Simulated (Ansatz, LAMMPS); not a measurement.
# Relaxing amorphous Al2O3 at 3.05 g/cm^3 (90 atoms), part 3 of 4

Wanted: the relaxed structure of amorphous Al2O3 at 3.05 g/cm^3 (90 atoms) and its electronic structure.

Ansatz 0.2.0; Kohn-Sham DFT, PBE, PAW (set soft_2), plane waves.

The cell: 36 Al and 54 O. The quench rate of 50 K/ps is many orders above laboratory rates. The starting topology of bonds comes from the classical model. Only the Γ point is sampled in the main run, in a cell whose shortest periodic width is 10 Å.

So far. Step 4 (Relaxation): The relaxation changed the energy by -18.5 meV/atom, and atoms moved by 0.10 Å r.m.s., 0.33 Å at most.

## Step 6: Single point at the relaxed geometry

One more single point at the end of the walk gives the fuller output and checks the residual forces.

File input.yaml:

```yaml
crystal:
  lattice:
    - [9.9973, 0.0, 0.0]
    - [0.0, 9.9973, 0.0]
    - [0.0, 0.0, 9.9973]
  atoms:
    - { symbol: Al, position: [0.9421, 0.50092, 0.51976] }
    - { symbol: Al, position: [0.37286, 0.64736, 0.56104] }
    - { symbol: Al, position: [0.47528, 0.49293, 0.07353] }
    - { symbol: Al, position: [0.17003, 0.17759, 0.35059] }
    - { symbol: Al, position: [0.02856, 0.99919, 0.09418] }
    - { symbol: Al, position: [0.73408, 0.40006, 0.91203] }
    - { symbol: Al, position: [0.08692, 0.95202, 0.53485] }
    - { symbol: Al, position: [0.48545, 0.07879, 0.91661] }
    - { symbol: Al, position: [0.24925, 0.74383, 0.07442] }
    - { symbol: Al, position: [0.25711, 0.50482, 0.31481] }
    - { symbol: Al, position: [0.0787, 0.30316, 0.12591] }
    - { symbol: Al, position: [0.64526, 0.16219, 0.40328] }
    - { symbol: Al, position: [0.93305, 0.73605, 0.70578] }
    - { symbol: Al, position: [0.01988, 0.35755, 0.8046] }
    - { symbol: Al, position: [0.28677, 0.30367, 0.88552] }
    - { symbol: Al, position: [0.72332, 0.81271, 0.91053] }
    - { symbol: Al, position: [0.75758, 0.72076, 0.22725] }
    - { symbol: Al, position: [0.23373, 0.38129, 0.61056] }
    - { symbol: Al, position: [0.54291, 0.29157, 0.67653] }
    - { symbol: Al, position: [0.26444, 0.85629, 0.31693] }
    - { symbol: Al, position: [0.02645, 0.72575, 0.29068] }
    - { symbol: Al, position: [0.53339, 0.87906, 0.45334] }
    - { symbol: Al, position: [0.32883, 0.08859, 0.54758] }
    - { symbol: Al, position: [0.54575, 0.90783, 0.17623] }
    - { symbol: Al, position: [0.6127, 0.98343, 0.70381] }
    - { symbol: Al, position: [0.81319, 0.39288, 0.27951] }
    - { symbol: Al, position: [0.81251, 0.9152, 0.48676] }
    - { symbol: Al, position: [0.95446, 0.60956, 0.99075] }
    - { symbol: Al, position: [0.87489, 0.08983, 0.87806] }
    - { symbol: Al, position: [0.91712, 0.21546, 0.55586] }
    - { symbol: Al, position: [0.56324, 0.58342, 0.35677] }
    - { symbol: Al, position: [0.44556, 0.74566, 0.8638] }
    - { symbol: Al, position: [0.1998, 0.62806, 0.81618] }
    - { symbol: Al, position: [0.66174, 0.58525, 0.67617] }
    - { symbol: Al, position: [0.72446, 0.14864, 0.10233] }
    - { symbol: Al, position: [0.20527, 0.98283, 0.83908] }
    - { symbol: O, position: [0.37031, 0.3088, 0.71501] }
    - { symbol: O, position: [0.51062, 0.91266, 0.84732] }
    - { symbol: O, position: [0.03406, 0.11214, 0.46542] }
    - { symbol: O, position: [0.91116, 0.67259, 0.14789] }
    - { symbol: O, position: [0.856, 0.03316, 0.07249] }
    - { symbol: O, position: [0.92868, 0.38337, 0.15175] }
    - { symbol: O, position: [0.43744, 0.50627, 0.25801] }
    - { symbol: O, position: [0.09245, 0.67915, 0.69168] }
    - { symbol: O, position: [0.72443, 0.54669, 0.29947] }
    - { symbol: O, position: [0.76773, 0.2302, 0.951] }
    - { symbol: O, position: [0.5761, 0.14885, 0.77781] }
    - { symbol: O, position: [0.11053, 0.28853, 0.95092] }
    - { symbol: O, position: [0.64601, 0.47976, 0.03685] }
    - { symbol: O, position: [0.83187, 0.60812, 0.62097] }
    - { symbol: O, position: [0.58413, 0.00564, 0.33128] }
    - { symbol: O, position: [0.20882, 0.99968, 0.65838] }
    - { symbol: O, position: [0.11539, 0.83127, 0.41368] }
    - { symbol: O, position: [0.3776, 0.78722, 0.45514] }
    - { symbol: O, position: [0.4798, 0.00739, 0.57839] }
    - { symbol: O, position: [0.37303, 0.86557, 0.17029] }
    - { symbol: O, position: [0.9379, 0.88882, 0.61103] }
    - { symbol: O, position: [0.39293, 0.35569, 0.00867] }
    - { symbol: O, position: [0.13063, 0.62214, 0.98194] }
    - { symbol: O, position: [0.27849, 0.51432, 0.49594] }
    - { symbol: O, position: [0.18862, 0.34843, 0.26361] }
    - { symbol: O, position: [0.71158, 0.24051, 0.25409] }
    - { symbol: O, position: [0.19089, 0.44487, 0.78637] }
    - { symbol: O, position: [0.6511, 0.41932, 0.74714] }
    - { symbol: O, position: [0.85574, 0.82536, 0.34054] }
    - { symbol: O, position: [0.77777, 0.09381, 0.50811] }
    - { symbol: O, position: [0.36188, 0.65454, 0.73373] }
    - { symbol: O, position: [0.40384, 0.64693, 0.00881] }
    - { symbol: O, position: [0.25524, 0.24303, 0.50076] }
    - { symbol: O, position: [0.2782, 0.03061, 0.38149] }
    - { symbol: O, position: [0.01444, 0.57387, 0.38498] }
    - { symbol: O, position: [0.26449, 0.82447, 0.89922] }
    - { symbol: O, position: [0.54506, 0.58775, 0.53698] }
    - { symbol: O, position: [0.9266, 0.20393, 0.74142] }
    - { symbol: O, position: [0.90093, 0.46895, 0.88319] }
    - { symbol: O, position: [0.88249, 0.73591, 0.87901] }
    - { symbol: O, position: [0.85187, 0.35529, 0.45436] }
    - { symbol: O, position: [0.04045, 0.37765, 0.61258] }
    - { symbol: O, position: [0.31377, 0.11423, 0.89627] }
    - { symbol: O, position: [0.04503, 0.01191, 0.91145] }
    - { symbol: O, position: [0.76071, 0.96326, 0.81565] }
    - { symbol: O, position: [0.11197, 0.85781, 0.15513] }
    - { symbol: O, position: [0.56729, 0.06426, 0.07272] }
    - { symbol: O, position: [0.67288, 0.80891, 0.08322] }
    - { symbol: O, position: [0.55825, 0.27079, 0.50499] }
    - { symbol: O, position: [0.62123, 0.69407, 0.81261] }
    - { symbol: O, position: [0.59031, 0.75837, 0.31403] }
    - { symbol: O, position: [0.66767, 0.85537, 0.57349] }
    - { symbol: O, position: [0.21579, 0.66255, 0.24254] }
    - { symbol: O, position: [0.09082, 0.13516, 0.18952] }
kpoints:
  mp_grid: { grid: [1, 1, 1] }
hamiltonian:
  xc: pbe
scf:
  occupations: { method: fermi_dirac, width: 0.025 }
output:
  forces: true
  stress: true
  populations: true
  dos:
    method: { smearing: { sigma: 0.08 } }
    de: 0.05
    projected: { site_lists: { Al: [Al], O: [O] } }
  eigenvalues: true
  write_density: true
  write_potential: true
  volumetric_format: npy
```

Started as:

```
> ansatz run input.yaml --threads 4 --pin off --max-ram 8192MiB --backend cpu --events-out ev --progress --plain --runs-dir out
```

Numbers of over 12 decimals in the logs are rounded to 6 here.

Log:

```text
[...]
Crystal: 90 atoms, lattice volume = 999.190 Å³
Basis set: ecut = 420 eV, 19549 PW (Γ), exchange–correlation on 144×144×144 points (8 copies of the dense FFT grid, shifted against one another)
Bands: 306, of which v1, the nominal top of the filled ones, is band 216 counted from 1 (215 counted from 0)
Symmetry: 1 space group operations
[...]
k-points: 1
[...]
SCF iter   1: F=—  HF=-50116.497777 eV  |F-HF|=—  |Δ(HF+E_count)|=         —  Δρ=2.35e-3  dr2=7.24e-2  ethr=1.77e-3  ⟨swp⟩=6.0  Hψ=1362  notcnv=0  defer=39
[...]
SCF iter   9: F=-50116.500286 eV  HF=-50116.500286 eV  |F-HF|=1.33e-8  |Δ(HF+E_count)|=   2.72e-8  Δρ=1.29e-6  dr2=1.46e-8  ethr=2.31e-11  ⟨swp⟩=18.0  Hψ=2588  notcnv=0
SCF 1 converged in 9 iterations: F = -50116.500286 eV  dr2 = 1.46e-8
[...]
SCF converged after 9 iterations
Free energy (F): -50116.500286 eV
[...]
Internal energy: -50116.500286 eV  (E = F + TS)
E sigma→0 (E₀):  -50116.500286 eV
Fermi energy:    6.935422 eV
[...]
--- Forces (eV/Å), atoms counted from 1 ---
  atom   1  Al    -0.00702829    -0.00609674     0.00006930
  atom   2  Al     0.01185984     0.00440001    -0.00246407
  atom   3  Al     0.00132696    -0.00192934    -0.01198646
  atom   4  Al     0.00383870     0.00329384     0.00331058
  atom   5  Al    -0.01468072     0.00210552    -0.00319334
  atom   6  Al    -0.01577635    -0.00164644    -0.00378728
  atom   7  Al    -0.00729456    -0.00835000     0.00001590
  atom   8  Al     0.00315065     0.01073337    -0.00561971
  atom   9  Al    -0.00292507     0.00244052    -0.00626420
  atom  10  Al     0.00737794     0.00161628    -0.00045672
  atom  11  Al    -0.00606142     0.00688046     0.01326091
  atom  12  Al    -0.00068298     0.00432304    -0.00209525
  atom  13  Al    -0.00773675    -0.00537427     0.00746955
  atom  14  Al    -0.00363587    -0.00359717     0.00088650
[...]
atom  89  O     -0.00474585     0.00244992     0.00677816
  atom  90  O      0.00292597    -0.00822120    -0.00863876
  max |Σ_I F_I| component: 1.19e-4 eV/Å
--- Stress (GPa, compression-positive) ---
        3.100750       0.095039       0.727758
        0.095042      -0.895817      -0.376461
        0.727747      -0.376443      -2.623294
  P = ⅓ Tr σ = -0.1395 GPa (-1.395 kbar)
--- Band table (eV) ---
[...]
--- Löwdin populations: 90 sites ---
  site symbol       q [e]
     0     Al      1.6511
     1     Al      1.6147
     2     Al      1.6525
[...]
89      O      6.8510
  spilling = 0.008301 (of n_electrons = 432.000000)
```

The job ended after 15 s (4 threads of Arm Neoverse V1, shared host; peak memory 1.2 GiB; 55 s of CPU time).

Read from the output:

```yaml
free_energy: -50116.5003 eV
free_energy_per_atom: -556.8500 eV/atom
scf_cycles: 9
pressure: -0.1395 GPa
r_m_s_force_component: 0.00709 eV/Å
longest_force: 0.029 eV/Å
fermi_energy: 6.935 eV
spacing_of_highest_filled_and_lowest_empty_level: 3.518 eV
spilling_of_the_projection: 0.008301
```

Löwdin charges by element and coordination (they lack the spilled electrons, 0.040 e an atom on average):

```csv
element,coordination,atoms,mean charge (e),spread,least,most
Al,all,36,1.35,0.0276,1.28,1.39
Al,4,21,1.37,0.0145,1.35,1.39
Al,5,12,1.33,0.0165,1.30,1.37
Al,6,3,1.30,0.0143,1.28,1.31
O,all,54,-0.834,0.0155,-0.877,-0.800
O,2,6,-0.866,0.0075,-0.877,-0.854
O,3,42,-0.833,0.0073,-0.851,-0.817
O,4,6,-0.807,0.0039,-0.813,-0.800
```

Density of states as counts of states in windows of 1 eV (from the Fermi level), total and the larger projections:

```csv
from (eV),to (eV),total,O p,Al p,Al s
-14,-9,0.0,0.0,0.0,0.0
-9,-8,20.8,15.5,1.5,3.5
-8,-7,33.9,25.8,3.1,4.0
-7,-6,47.7,37.8,6.2,2.3
-6,-5,53.2,44.8,6.0,1.1
-5,-4,60.6,54.5,4.2,0.5
-4,-3,63.9,60.3,2.0,0.2
-3,-2,41.0,39.3,0.9,0.1
-2,-1,2.9,2.7,0.1,0.0
-1,1,0.0,0.0,0.0,0.0
1,2,2.0,0.0,0.1,1.2
2,3,0.0,0.0,0.0,0.0
3,4,4.9,0.8,1.9,0.9
4,5,14.6,2.2,6.2,2.8
```

Between -21 and -14 eV lie 108 more states.

The levels nearest the highest filled one (over half full), pooled over k-points and spins:

```csv
level less the highest filled one (eV),occupation
-0.474,2
-0.443,2
-0.401,2
-0.317,2
-0.235,2
0,2
3.52,0
5.43,0
5.71,0
5.78,0
5.91,0
5.94,0
```

Electrostatic potential energy in the bc plane at fractional x = 0.026, with atoms of Al and O within 0.2 Å of it. With pseudopotentials it is smooth inside the atoms' cores, unlike the true potential.

Values in eV, 13 rows by 16 columns, each cell a mean:
```
-18   2  10  10   7   7   8   9   4  -5  -3   6  10  11  10  -5
-18   2  10   9   2  -6  -5   4   8   6   7   9  10  11  11  -4
  9  10  10   8  -5  -4  -6  -1   9   9   8   7   7   9  10  10
 10  11  11   9   4  -5  -4   5  10  10   3  -4   1   7   9  10
  7   9   9   7   7 -12 -20   4   8   9   6   2   5   7   6   5
 -2   6   5   3   5  -7 -15  -2  -1   6  10  10  10   7  -4  -9
 -2 -21 -19   4   7   9   7   0  -2   6  11  11  11   8  -2  -8
  8  -9  -8   8   9  10  10   9  -9 -22   1   6   7   8   8   7
 11  11   9   8   9  10  11  11   0 -14  -6  -5  -6   4  10  11
  9  10   8   9   7   8  11  11  11   9  -4  -4  -7   3  10   9
 -3   1  -2   4  -5  -4   6  11  11  10   7   2   4   7   6  -2
 -3  -5   6   2  -9  -8   3  10   9   7   8   9  11   9   0  -6
 -6   1   8   8   3   3   8   9   4  -5  -3   6  10  10   5  -6
```
Columns run along b (10.0 Å; values clipped at the 3rd and 97th percentile), rows up along c (10.0 Å). Atoms in or near the plane, at fractional coordinates: Al at (0.00, 0.09), Al at (0.36, 0.80), Al at (0.73, 0.29), O at (0.11, 0.47), O at (0.57, 0.38), O at (0.38, 0.61), O at (0.01, 0.91).

Valence density in the bc plane at fractional x = 0.026, with atoms of Al and O within 0.2 Å of it. It is the smooth field of the valence electrons, not physical close to the nuclei.

Ten steps, logarithmic in the rise over the least value, from '_' (0.0 e/Å³) to '@' (6.8 e/Å³), each cell a mean:
```
##**==::....--======::........::--==--::..________::==**
@@%%**--....::======--::......::::----::..________::++%%
@@%%**--....::------::::::::..............________::++%%
**++==::......::::......::::................______..--++
::::......::::::::..__..::....__....::::::..________..::
______..::------::....::::..____..::======::..__________
______..::------::--==--::..____::==++**++==::......____
________..::::::--++****==::....::==****++==::::::::::..
..______......::==##@@@@##==......--==++==--::--====--::
......::::....::==##@@@@##==::......::::::..::--==++==--
::--======--::::--++##**++--::......________..::--==--::
--++##%%##++--..::::------::::::::::..______..::::::::::
==**@@@@%%++--..____......::--++++==::..__..::----::::::
--++%%%%##++::..________..--++%%%%##==::..::--====--::..
..--==++==--..__________..--**@@@@%%++--::--====--::..__
__....::::..____________..::++%%%%##++--..::----::..____
____....::..______________..--==++==--..__..::::..______
__..::------::..........____....::::::......::::....____
..::==++**==--::::::::::..________..::::::::::----::....
::--++****++--::::--==--::..______..::::::::--======--::
..::==++++==--::::--====--..____....::::::::--======--..
....::--::::::....::----::..____..::::::....::------::..
..::::........::::::::....____..::::::::..____....::::..
====::..__..::------::..____..::------::..________..::--
```
Columns run along b (10.0 Å), rows up along c (10.0 Å). Atoms in or near the plane, at fractional coordinates: Al at (0.00, 0.09), Al at (0.36, 0.80), Al at (0.73, 0.29), O at (0.11, 0.47), O at (0.57, 0.38), O at (0.38, 0.61), O at (0.01, 0.91).

Mean Löwdin charges: Al +1.35, O -0.83 e (they miss 0.83 % of the electrons, so they add up to more than the cell's charge). The largest share in the top eV of filled states is O p (97 % of the projected weight), and in the lowest eV of empty states Al s (64 % of the projected weight).

Local excerpt of 14 atoms (numbers count through the whole input) about O85, which has 2 bonded neighbours where the commonest count for O is 3; x, y, z are measured from there.

```csv
atom,x,y,z,distance (Å),bonds,Löwdin charge (e)
O85,0.00,0.00,0.00,0.00,2,-0.86
Al12,0.87,-1.09,-1.02,1.72,4,1.36
Al19,-0.15,0.21,1.71,1.73,4,1.35
O66,2.19,-1.77,0.03,2.82,3,-0.83
O37,-1.88,0.38,2.10,2.84,3,-0.83
O55,-0.78,-2.63,0.73,2.84,3,-0.83
O62,1.53,-0.30,-2.51,2.96,3,-0.84
Al23,-2.29,-1.82,0.43,2.96,4,1.37
O64,0.93,1.48,2.42,2.99,3,-0.84
O47,0.18,-1.22,2.73,2.99,3,-0.84
O69,-3.03,-0.28,-0.04,3.04,3,-0.84
O77,2.94,0.84,-0.51,3.10,3,-0.84
O51,0.26,-2.65,-1.74,3.18,3,-0.82
O73,-0.13,3.17,0.32,3.19,3,-0.83
```

The column of bonds counts only the pairs O-Al within 2.38 Å; other neighbours, such as metal atoms beside each other in a compound, aren't counted, and periodic images can show an atom twice.

## Step 7: K-mesh 2×2×2

Large cells are often run on few k-points; this run checks whether the reference had enough.

Edit input.yaml of step 6 so:

```diff
@@ -8,3 +8,3 @@
 kpoints:
-  mp_grid: { grid: [1, 1, 1] }
+  mp_grid: { grid: [2, 2, 2] }
 hamiltonian:
@@ -22,4 +22 @@
   eigenvalues: true
-  write_density: true
-  write_potential: true
-  volumetric_format: npy
```

Log:

```text
[...]
Crystal: 90 atoms, lattice volume = 999.190 Å³
Basis set: ecut = 420 eV, 19549 PW (Γ), exchange–correlation on 144×144×144 points (8 copies of the dense FFT grid, shifted against one another)
Bands: 306, of which v1, the nominal top of the filled ones, is band 216 counted from 1 (215 counted from 0)
Symmetry: 1 space group operations
[...]
k-points: 8
[...]
SCF iter   1: F=—  HF=-50116.702638 eV  |F-HF|=—  |Δ(HF+E_count)|=         —  Δρ=2.28e-3  dr2=6.80e-2  ethr=1.77e-3  ⟨swp⟩=6.0  Hψ=10913  notcnv=0  defer=319
[...]
SCF iter   8: F=—  HF=-50116.704527 eV  |F-HF|=—  |Δ(HF+E_count)|=   1.02e-6  Δρ=6.84e-6  dr2=3.59e-7  ethr=1.68e-10  ⟨swp⟩=2.0  Hψ=3507  notcnv=0  defer=668
SCF iter   9: F=-50116.704527 eV  HF=-50116.704527 eV  |F-HF|=1.22e-8  |Δ(HF+E_count)|=   2.48e-8  Δρ=1.30e-6  dr2=1.48e-8  ethr=2.31e-11  ⟨swp⟩=13.2  Hψ=15082  notcnv=0
SCF 1 converged in 9 iterations: F = -50116.704527 eV  dr2 = 1.48e-8
[...]
SCF converged after 9 iterations
Free energy (F): -50116.704527 eV
[...]
Internal energy: -50116.704527 eV  (E = F + TS)
E sigma→0 (E₀):  -50116.704527 eV
Fermi energy:    6.955948 eV
[...]
Σ components = -50116.704527   (vs F -50116.704527, Δ=0.00e0)
--- Forces (eV/Å), atoms counted from 1 ---
  atom   1  Al    -0.00889166    -0.01190043     0.01078258
  atom   2  Al     0.00766715     0.00231339    -0.00073484
  atom   3  Al     0.00075314    -0.00191718    -0.00444007
  atom   4  Al     0.00085524     0.01082966    -0.00181332
[...]
atom  90  O      0.00979078    -0.01668777    -0.00765805
  max |Σ_I F_I| component: 1.15e-4 eV/Å
--- Stress (GPa, compression-positive) ---
        3.126132       0.079089       0.719900
        0.079092      -0.877319      -0.366077
        0.719889      -0.366058      -2.563287
  P = ⅓ Tr σ = -0.1048 GPa (-1.048 kbar)
--- Band table (eV; the first three rows and the last of 8) ---
[...]
--- Löwdin populations: 90 sites ---
  site symbol       q [e]
     0     Al      1.6535
     1     Al      1.6158
     2     Al      1.6527
[...]
89      O      6.8502
  spilling = 0.008287 (of n_electrons = 432.000000)
```

Wall time 2.1 min (4 threads); peak memory 6 GiB; 8.3 min of CPU time.

Geometry and reference: those of the single point at the relaxed geometry.

Forces differ from those of the single point at the relaxed geometry by 6.7 meV/Å r.m.s.; the energy by -2.3 meV/atom and the pressure by +0.035 GPa. It took 2.1 min and 9 cycles; the reference's time can't be set against it, since the two runs asked for unlike analyses.

(Part 3 of 4 ends here.)

[Logs are printed without paths, hosts, clocks, repeated set-up lines and the standing remarks that a program may print on its own settings, such as how far it seeks lower states.]

[Hosts, paths, dates, database ids (printed as entryN), source tags and the programs' standing remarks are cut or masked in the printed files.]
